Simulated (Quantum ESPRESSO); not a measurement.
Os:

```
Os
1.0
     2.73410    0.00000    0.00000
    -1.36705    2.36780    0.00000
     0.00000    0.00000    4.31970
Os
2
Direct
  0.66667 0.33333 0.75000
  0.33333 0.66667 0.25000
```

| Quantity | Value |
| --- | --- |
| Program | Quantum ESPRESSO 7.5 |
| Task | single point |
| Functional | PBE |
| Potentials or basis | SSSP 1.3 efficiency PBE |
| Cutoff | 748 eV |
| Density cutoff | 5987 eV |
| k mesh | 11 × 11 × 6 |
| Occupations | fermi-dirac, width 0.05 eV |
| Spin | no spin polarisation |

On this cell: pressure 8.3 GPa; largest force under 0.003 eV/Å; band gap on the k mesh none (metal or under the smearing width).

The same run follows on a disturbed copy (atoms moved at random, drawn with an rms of 0.05 Å):

```
CELL_PARAMETERS angstrom
2.73410 0.00000 0.00000
-1.36705 2.36780 0.00000
0.00000 0.00000 4.31970
ATOMIC_POSITIONS crystal
Os 0.65888 0.31974 0.75917
Os 0.32855 0.66495 0.24603
```

What does the disturbed cell give?

The energy (extrapolated to zero smearing) moves by +16.5 meV/atom; pressure 9.1 GPa; largest force 1.055 eV/Å; band gap on the k mesh none (metal or under the smearing width).

Forces on the atoms (eV/Å):
```
Os  -0.068  0.235 -1.026
Os   0.068 -0.235  1.026
```

Stress tensor (GPa, compression positive):
```
 7.81  0.19  0.08
 0.19  9.18 -0.28
 0.08 -0.28 10.40
```
